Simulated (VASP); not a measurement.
TaS2:

```
CELL_PARAMETERS angstrom
3.35000 0.00000 0.00000
-1.67500 2.90119 0.00000
0.00000 0.00000 5.86000
ATOMIC_POSITIONS crystal
Ta 0.00000 0.00000 0.00000
S 0.66667 0.33333 0.75000
S 0.33333 0.66667 0.25000
```

Base run:

| Property | Result |
| --- | --- |
| Program | VASP 6.6.1 |
| Functional | RPBE |
| Potentials or basis | VASP PAW PBE potentials, release 64 (Ta_pv, S) |
| Cutoff | 520 eV |
| k mesh | 9 × 9 × 5 |
| Occupations | fermi-dirac, width 0.05 eV |
| Spin | no spin polarisation |

Its results: pressure 11.8 GPa; largest force 1.321 eV/Å.

**Question.** After a change of settings the same cell gave: pressure 4.4 GPa; largest force 0.906 eV/Å. Which change was it?
A. functional from RPBE to TPSS; further incar settings from ALGO = Normal; EDIFF = 1e-06 to ALGO = Normal; EDIFF = 1e-07; NBANDS = 18
B. functional from RPBE to AM05
C. functional from RPBE to revPBE; further incar settings from ALGO = Normal; EDIFF = 1e-06 to ALGO = Normal; EDIFF = 1e-06; NBANDS = 18
D. functional from RPBE to PBE; occupations from fermi-dirac, width 0.05 eV to gaussian, width 0.019 eV

**Answer.** B.

AM05 binds more tightly than RPBE, so the same cell stands under less pressure.

Caveats: the PAW data sets were made with another functional, which shifts forces and pressure a little; this functional lacks dispersion, which binds the layers, so the pressure and a relaxed spacing across them are unreliable.
